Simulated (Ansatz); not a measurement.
## Ta: strain and displacement

```
CELL_PARAMETERS angstrom
-1.65128 1.65128 1.65128
1.65128 -1.65128 1.65128
1.65128 1.65128 -1.65128
ATOMIC_POSITIONS crystal
Ta 0.00000 0.00000 0.00000
```

Conventional cell: a = 3.303 Å, b = 3.303 Å, c = 3.303 Å, α = 90.00°, β = 90.00°, γ = 90.00°. Around Ta (atom 1) lie 8 Ta at 2.86 Å.

The cell is COD entry 1541266, as deposited and not checked against the literature; nothing was relaxed.

No spin–orbit coupling, which matters for the heavy atoms here.

Computed with DFT, PBE, all-electron LAPW, scalar-relativistic in Ansatz 0.2.0.

Sampling and basis: a Γ-centred 17×17×17 k mesh, Fermi–Dirac smearing of 0.08 eV, basis error target 0.5 meV/atom, no spin polarisation.

The unchanged cell is at 3.06 GPa.

In a metal, stresses and small energies carry noise from the k mesh.

x, y and z are the Cartesian axes of the cell as listed; fractional coordinates follow a strain, and an engineering shear is twice the off-diagonal strain component.

(1) One change gave: energy change +1 meV/atom; stress change (xx, yy, zz, yz, xz, xy) 0.05, 0.05, 0.05, 0.78, 0.78, 0.78 GPa, compression positive. Which change was it?
A. equal xy, yz and zx engineering shear strains of -1 %
B. equal xy, yz and zx engineering shear strains of -2 %
C. equal xy, yz and zx engineering shear strains of -3 %
D. equal xy, yz and zx engineering shear strains of +2 %
E. equal xy, yz and zx engineering shear strains of +3 %
F. equal xy, yz and zx engineering shear strains of +1 %

Results:

(1) A. For equal xy, yz and zx engineering shear strains of -3 %: energy change +12 meV/atom; stress change (xx, yy, zz, yz, xz, xy) 0.37, 0.37, 0.37, 2.17, 2.17, 2.17 GPa, compression positive. For equal xy, yz and zx engineering shear strains of +2 %: energy change +5 meV/atom; stress change (xx, yy, zz, yz, xz, xy) 0.18, 0.18, 0.18, -1.60, -1.60, -1.60 GPa, compression positive. For equal xy, yz and zx engineering shear strains of -2 %: energy change +5 meV/atom; stress change (xx, yy, zz, yz, xz, xy) 0.18, 0.18, 0.18, 1.51, 1.51, 1.51 GPa, compression positive. For equal xy, yz and zx engineering shear strains of +1 %: energy change +1 meV/atom; stress change (xx, yy, zz, yz, xz, xy) 0.05, 0.05, 0.05, -0.80, -0.80, -0.80 GPa, compression positive. For equal xy, yz and zx engineering shear strains of +3 %: energy change +12 meV/atom; stress change (xx, yy, zz, yz, xz, xy) 0.39, 0.39, 0.39, -2.37, -2.37, -2.37 GPa, compression positive.
